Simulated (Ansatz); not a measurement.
# AlCu3 (Pm-3m) in Ansatz: further runs

Runs on AlCu3. Level: LDA. Tasks: single point, equation of state.

Everything below comes from runs of Ansatz 0.2.0. Logs are shortened: lines on timing, memory, paths and dates and some standing lists are left out, and cuts for length are marked.

### Step 1. Starting point

It takes space group Pm-3m (No. 221, cubic). The conventional cell has a = 3.637 Å, b = 3.637 Å, c = 3.637 Å, α = 90.00°, β = 90.00°, γ = 90.00°. Around Cu (site symmetry 4/mmm) lie 8 Cu at 2.57 Å and 4 Al at 2.57 Å. Al (site symmetry m-3m) has 12 Cu at 2.57 Å as nearest neighbours.

The cell comes from a database or a generator and needn't be the stable form of this composition.

### Step 2. Single point, LDA, 11.31 Å³/atom (volume scaled by 0.94)

The input, input.yaml:

```yaml
crystal:
  lattice:
    - [3.5631236581, 0.0, 0.0]
    - [0.0, 3.5631236581, 0.0]
    - [0.0, 0.0, 3.5631236581]
  atoms:
    - { symbol: Cu, position: [0.0, 0.5, 0.5] }
    - { symbol: Cu, position: [0.5, 0.0, 0.5] }
    - { symbol: Cu, position: [0.5, 0.5, 0.0] }
    - { symbol: Al, position: [0.0, 0.0, 0.0] }
hamiltonian:
  xc: lda
  pseudopotentials: { kind: paw }
kpoints:
  mp_grid: { grid: [7, 7, 7] }
scf:
  occupations: { method: fermi_dirac, width: 0.05 }
output:
  forces: true
  stress: true
  eigenvalues: true
```

Potentials or basis: Ansatz PAW.

The run is started by

```bash
ansatz run input.yaml --threads 2 --pin off --max-ram 5632MiB --backend cpu --events-out ev --progress --plain --runs-dir out
```

Standard output:

```text
Warning: RAYON_NUM_THREADS=2 ignored (pool sized by the plan → 2); use --threads N
Engine: ansatz 0.2.0, aarch64-unknown-linux-gnu
Pseudopotentials: kind: paw
Pseudopotential: Cu, paw, valence charge 19, recommended cutoff 420 eV (normal), Cu.paw.azcp
Pseudopotential: Al, paw, valence charge 3, recommended cutoff 420 eV (normal), Al.paw.azcp
Functional definition: SPW92
  exchange = slater_x
  correlation = pw_c
Crystal: 4 atoms, lattice volume = 45.237 Å³
Basis set: ecut = 420 eV, 895 PW (Γ)
Bands: 36, of which v1, the nominal top of the filled ones, is band 30 counted from 1 (29 counted from 0)
Symmetry: 48 space group operations
Space group: Pm-3m (ITA 221), of the structure as read, at distance tolerance 3.6e-5 Å
k-points: 20 of 343
Non-local potential: Cu, projectors of the file, l = 0: 3, l = 1: 2, l = 2: 3, l = 3: 1
Non-local potential: Al, projectors of the file, l = 0: 2, l = 1: 2, l = 2: 1
PAW form: soft (Blöchl's): semilocal exchange-correlation on the pseudo side does not see the compensation charge
PAW frozen core: Cu, regenerated for the run's functional, and the local potential with it (the file was generated under x = pbe(κ = 0.804, μ = 0.2195149727645171), c = pbe(β = 0.06672455060314922))
PAW frozen core: Al, regenerated for the run's functional, and the local potential with it (the file was generated under x = pbe(κ = 0.804, μ = 0.2195149727645171), c = pbe(β = 0.06672455060314922))
PAW one-centre angular grid: Cu, 590 points (default); XC on 64 Gauss nodes
PAW one-centre angular grid: Al, 110 points (default); XC on 64 Gauss nodes
Initial density: superposition of atomic densities (neutral atoms: chi_scale 0, normalization atom), corrected by the library's trained network
Initial wavefunctions: pseudopotential atomic-orbital guess
Functional: x = slater, c = lda
SCF iter   1: F=—  HF=-20180.875341 eV  |F-HF|=—  |Δ(HF+E_count)|=         —  Δρ=1.36e-2  dr2=3.13e-2  ethr=1.77e-3  ⟨swp⟩=5.5  Hψ=2616  notcnv=0  defer=9
preconditioner: auto → Resta (q_TF=auto, 2.860 Å⁻¹)  ε∞=13.5  [insulator: Δε(μ)=0.449 eV  Ē_g=9.378 eV  σ=0.050 eV  W_gap=0.84  n_scr=18 (ndim 8)  ℏωp=33.1 eV  f_vac=0.001  D(μ)=0.50/eV (n_scr^D=0)  ε∞_Penn≈13.5]
SCF iter   2: F=—  HF=-20180.864794 eV  |F-HF|=—  |Δ(HF+E_count)|=   1.05e-2  Δρ=2.38e-3  dr2=2.43e-3  ethr=5.22e-5  ⟨swp⟩=2.2  Hψ=1387  notcnv=0  defer=20
SCF iter   3: F=—  HF=-20180.864183 eV  |F-HF|=—  |Δ(HF+E_count)|=   6.11e-4  Δρ=1.82e-3  dr2=7.88e-4  ethr=4.05e-6  ⟨swp⟩=2.0  Hψ=923  notcnv=0  defer=1
automatic band count: iteration 3 solves 35 bands in place of 36: the levels show a gap, and the empty bands left out lie too high to hold charge; the band table lists the bands solved (type scf.n_extra_bands for more)
SCF iter   4: F=—  HF=-20180.863969 eV  |F-HF|=—  |Δ(HF+E_count)|=   2.13e-4  Δρ=2.07e-4  dr2=2.17e-5  ethr=1.31e-6  ⟨swp⟩=1.3  Hψ=708  notcnv=0  defer=1
SCF iter   5: F=—  HF=-20180.863971 eV  |F-HF|=—  |Δ(HF+E_count)|=   1.89e-6  Δρ=4.44e-5  dr2=8.66e-7  ethr=3.61e-8  ⟨swp⟩=2.0  Hψ=986  notcnv=0  defer=1
SCF iter   6: F=-20180.863971 eV  HF=-20180.863971 eV  |F-HF|=3.35e-9  |Δ(HF+E_count)|=   5.26e-8  Δρ=1.30e-5  dr2=5.43e-8  ethr=1.67e-10  ⟨swp⟩=5.2  Hψ=2967  notcnv=0
SCF 1 converged in 6 iterations: F = -20180.863971 eV  dr2 = 5.43e-8
SCF converged after 6 iterations
Free energy (F): -20180.863971 eV
Harris-Foulkes:  -20180.863971 eV  (|F-HF|=3.35e-9)
Internal energy: -20180.859717 eV  (E = F + TS)
E sigma→0 (E₀):  -20180.861844 eV
Entropy (-TS):   -0.004254 eV (-1.063 meV/atom)
Fermi energy:    16.403476 eV
--- Per-component energies (eV) ---
  E_band       = -1102.456485
  E_kinetic    = 931.234752
  E_local      = -13629.198300  (includes V_loc(G=0)·N_el)
  E_nonlocal   = 1187.387772
  E_hartree    = 6070.218577
  E_xc         = -311.695476
  E_vxc        = -382.571315  (∫ρ·V_xc dr)
  E_paw        = -5217.481137  (= ΣΔE_a)
  E_vpaw       = -1349.766926  (= ΣTr[D̂ρ^β])
  E_aug_tail   = 0.000552  (compensation charges beyond the density's cutoff)
  E_ewald      = -9212.731153
  E_core_change = 1.404697  (= ΣΔE_core)
  E_smearing   = -0.004254  (= −TS)
  E_closure    = 0.000000  (closes the sum)
  Σ components = -20180.863971   (vs F -20180.863971, Δ=0.00e0)
--- Forces (eV/Å), atoms counted from 1 ---
  atom   1  Cu     0.00000000     0.00000000    -0.00000000
  atom   2  Cu     0.00000000    -0.00000000    -0.00000000
  atom   3  Cu     0.00000000    -0.00000000     0.00000000
  atom   4  Al    -0.00000000     0.00000000    -0.00000000
  max |Σ_I F_I| component: 4.23e-28 eV/Å
--- Stress (GPa, compression-positive) ---
        3.781706       0.000000       0.000000
        0.000000       3.781706       0.000000
        0.000000       0.000000       3.781706
  P = ⅓ Tr σ = 3.7817 GPa (37.817 kbar)
--- Band table (eV; the first three rows and the last of 20) ---
  k-point 0: bands = ["-96.1739", "-96.1565", "-96.1565", "-54.0357", "-54.0357", "-54.0357", "-54.0099", "-54.0099", "-54.0099", "-53.8794", "-53.8794", "-53.8794", "5.1350", "10.5000", "11.1222", "11.1222", "11.4044", "11.4044", "11.4044", "12.9656", "12.9656", "12.9656", "13.6869", "13.6869", "13.9469", "14.2028", "14.2028", "14.2028", "15.9479", "15.9479", "15.9479", "20.9601", "20.9601", "21.8636", "27.1982"]
  k-point 1: bands = ["-96.1732", "-96.1572", "-96.1565", "-54.0340", "-54.0340", "-54.0335", "-54.0105", "-54.0105", "-54.0100", "-53.8819", "-53.8805", "-53.8805", "5.3830", "10.5583", "11.0166", "11.2581", "11.4435", "11.4435", "11.4545", "12.8889", "12.8889", "12.9135", "13.5820", "13.6883", "13.8725", "13.8859", "13.8859", "14.2030", "14.8499", "16.5378", "16.5378", "20.9965", "21.5240", "23.0176", "25.8318"]
  k-point 2: bands = ["-96.1711", "-96.1593", "-96.1564", "-54.0295", "-54.0295", "-54.0283", "-54.0124", "-54.0124", "-54.0103", "-53.8878", "-53.8831", "-53.8831", "6.1122", "10.1485", "10.9892", "11.5474", "11.5474", "11.5831", "11.6151", "12.7040", "12.7040", "12.7806", "13.1868", "13.4452", "13.4452", "13.6072", "13.6103", "13.7381", "14.2034", "17.7952", "17.7952", "21.1036", "21.8994", "23.4691", "23.4691"]
  k-point 19: bands = ["-96.1628", "-96.1619", "-96.1619", "-54.0524", "-54.0519", "-54.0519", "-53.9814", "-53.9814", "-53.9809", "-53.9637", "-53.8583", "-53.8583", "9.4741", "10.5825", "10.8751", "10.8751", "12.3643", "12.3643", "12.4894", "12.4901", "12.7020", "12.7020", "13.1285", "13.1285", "13.2580", "13.4082", "13.4082", "14.0194", "14.3778", "14.3778", "14.5283", "18.2566", "18.4031", "18.4031", "19.4295"]
```

Run time: 1.2 s. Hardware: 2 threads of Arm Neoverse V2, shared host; peak memory 0.3 GiB.

What came out:

```yaml
Free_energy: -20180.8640 eV
Pressure: 3.8 GPa
Band_gap_on_the_k_mesh: none (metal or under the smearing width)
```

Caveat: the PAW data sets come from PBE, with cores solved anew for the run's functional, which leaves a small shift of forces and pressure.

### Step 3. Single point, LDA, 11.55 Å³/atom (volume scaled by 0.96)

input.yaml, as its differences from that of step 2:

```diff
@@ -2,5 +2,5 @@
   lattice:
-    - [3.5631236581, 0.0, 0.0]
-    - [0.0, 3.5631236581, 0.0]
-    - [0.0, 0.0, 3.5631236581]
+    - [3.588216905, 0.0, 0.0]
+    - [0.0, 3.588216905, 0.0]
+    - [0.0, 0.0, 3.588216905]
   atoms:
```

Potentials or basis: Ansatz PAW.

The run is started by

```bash
ansatz run input.yaml --threads 2 --pin off --max-ram 5632MiB --backend cpu --events-out ev --progress --plain --runs-dir out
```

Run time: 1 s. Hardware: 2 threads of Arm Neoverse V2, shared host; peak memory 0.31 GiB.

It converged, with:

* Free energy: -20180.8752 eV
* Pressure: 0.1 GPa
* Band gap on the k mesh: none (metal or under the smearing width)

Caveat: the PAW data sets come from PBE, with cores solved anew for the run's functional, which leaves a small shift of forces and pressure.

### Step 4. Single point, LDA, 11.79 Å³/atom (volume scaled by 0.98)

input.yaml, as its differences from that of step 3:

```diff
@@ -2,5 +2,5 @@
   lattice:
-    - [3.588216905, 0.0, 0.0]
-    - [0.0, 3.588216905, 0.0]
-    - [0.0, 0.0, 3.588216905]
+    - [3.6129640105, 0.0, 0.0]
+    - [0.0, 3.6129640105, 0.0]
+    - [0.0, 0.0, 3.6129640105]
   atoms:
@@ -21 +21,5 @@
   eigenvalues: true
+  write_density: true
+  write_potential: true
+  elf: true
+  volumetric_format: npy
```

The run is started by

```bash
ansatz run input.yaml --threads 2 --pin off --max-ram 5632MiB --backend cpu --events-out ev --progress --plain --runs-dir out
```

Run time: 1.9 s. Hardware: 2 threads of Arm Neoverse V2, shared host; peak memory 0.31 GiB.

Results (log left out):

* Free energy: -20180.8656 eV
* Pressure: -3.2 GPa
* Band gap on the k mesh: none (metal or under the smearing width)

Caveat: the PAW data sets come from PBE, with cores solved anew for the run's functional, which leaves a small shift of forces and pressure.

### Step 5. Single point, LDA, 12.03 Å³/atom

input.yaml, as its differences from that of step 4:

```diff
@@ -2,5 +2,5 @@
   lattice:
-    - [3.6129640105, 0.0, 0.0]
-    - [0.0, 3.6129640105, 0.0]
-    - [0.0, 0.0, 3.6129640105]
+    - [3.63737667, 0.0, 0.0]
+    - [0.0, 3.63737667, 0.0]
+    - [0.0, 0.0, 3.63737667]
   atoms:
@@ -21,5 +21 @@
   eigenvalues: true
-  write_density: true
-  write_potential: true
-  elf: true
-  volumetric_format: npy
```

The run is started by

```bash
ansatz run input.yaml --threads 2 --pin off --max-ram 5632MiB --backend cpu --events-out ev --progress --plain --runs-dir out
```

Run time: 1.4 s. Hardware: 2 threads of Arm Neoverse V2, shared host; peak memory 0.31 GiB.

It converged, with:

| Property | Result |
| --- | --- |
| Free energy | -20180.8371 eV |
| Pressure | -6.2 GPa |
| Band gap on the k mesh | none (metal or under the smearing width) |

Caveat: the PAW data sets come from PBE, with cores solved anew for the run's functional, which leaves a small shift of forces and pressure.

### Step 6. Single point, LDA, 12.27 Å³/atom (volume scaled by 1.02)

input.yaml, as its differences from that of step 5:

```diff
@@ -2,5 +2,5 @@
   lattice:
-    - [3.63737667, 0.0, 0.0]
-    - [0.0, 3.63737667, 0.0]
-    - [0.0, 0.0, 3.63737667]
+    - [3.6614659592, 0.0, 0.0]
+    - [0.0, 3.6614659592, 0.0]
+    - [0.0, 0.0, 3.6614659592]
   atoms:
@@ -21 +21,5 @@
   eigenvalues: true
+  write_density: true
+  write_potential: true
+  elf: true
+  volumetric_format: npy
```

Potentials or basis: Ansatz PAW.

The run is started by

```bash
ansatz run input.yaml --threads 2 --pin off --max-ram 5632MiB --backend cpu --events-out ev --progress --plain --runs-dir out
```

Run time: 2.3 s. Hardware: 2 threads of Arm Neoverse V2, shared host; peak memory 0.32 GiB.

It converged, with:

* Free energy: -20180.7920 eV
* Pressure: -8.8 GPa
* Band gap on the k mesh: none (metal or under the smearing width)

Caveat: the PAW data sets come from PBE, with cores solved anew for the run's functional, which leaves a small shift of forces and pressure.

### Step 7. Single point, LDA, 12.51 Å³/atom (volume scaled by 1.04)

input.yaml, as its differences from that of step 6:

```diff
@@ -2,5 +2,5 @@
   lattice:
-    - [3.6614659592, 0.0, 0.0]
-    - [0.0, 3.6614659592, 0.0]
-    - [0.0, 0.0, 3.6614659592]
+    - [3.6852423784, 0.0, 0.0]
+    - [0.0, 3.6852423784, 0.0]
+    - [0.0, 0.0, 3.6852423784]
   atoms:
@@ -21,5 +21 @@
   eigenvalues: true
-  write_density: true
-  write_potential: true
-  elf: true
-  volumetric_format: npy
```

The run is started by

```bash
ansatz run input.yaml --threads 2 --pin off --max-ram 5632MiB --backend cpu --events-out ev --progress --plain --runs-dir out
```

Wall time 1.6 s (2 threads of Arm Neoverse V2, shared host); peak memory 0.31 GiB.

The run converged. Its results:

* Free energy: -20180.7322 eV
* Pressure: -11.1 GPa
* Band gap on the k mesh: none (metal or under the smearing width)

Caveat: the PAW data sets come from PBE, with cores solved anew for the run's functional, which leaves a small shift of forces and pressure.

### Step 8. Single point, LDA, 12.75 Å³/atom (volume scaled by 1.06)

input.yaml, as its differences from that of step 7:

```diff
@@ -2,5 +2,5 @@
   lattice:
-    - [3.6852423784, 0.0, 0.0]
-    - [0.0, 3.6852423784, 0.0]
-    - [0.0, 0.0, 3.6852423784]
+    - [3.7087158927, 0.0, 0.0]
+    - [0.0, 3.7087158927, 0.0]
+    - [0.0, 0.0, 3.7087158927]
   atoms:
```

The run is started by

```bash
ansatz run input.yaml --threads 2 --pin off --max-ram 5632MiB --backend cpu --events-out ev --progress --plain --runs-dir out
```

Wall time 1.5 s (2 threads of Arm Neoverse V2, shared host); peak memory 0.31 GiB.

The run converged. Its results:

| Quantity | Value |
| --- | --- |
| Free energy | -20180.6594 eV |
| Pressure | -13.1 GPa |
| Band gap on the k mesh | none (metal or under the smearing width) |

Caveat: the PAW data sets come from PBE, with cores solved anew for the run's functional, which leaves a small shift of forces and pressure.

### Step 9. Equation of state, LDA

Potentials or basis: Ansatz PAW.

This step only gathers the single runs of the series.

What came out:

```
Equilibrium volume                      : 11.55 Å³/atom
Bulk modulus                            : 168 GPa
Pressure derivative of the bulk modulus : 4.7
```

Energy against volume, from the lowest point:
```
volume (Å³/atom)  energy (meV/atom)
          11.309               2.82
          11.550               0.00
          11.790               2.41
          12.031               9.54
          12.272              20.80
          12.512              35.76
          12.753              53.97
```
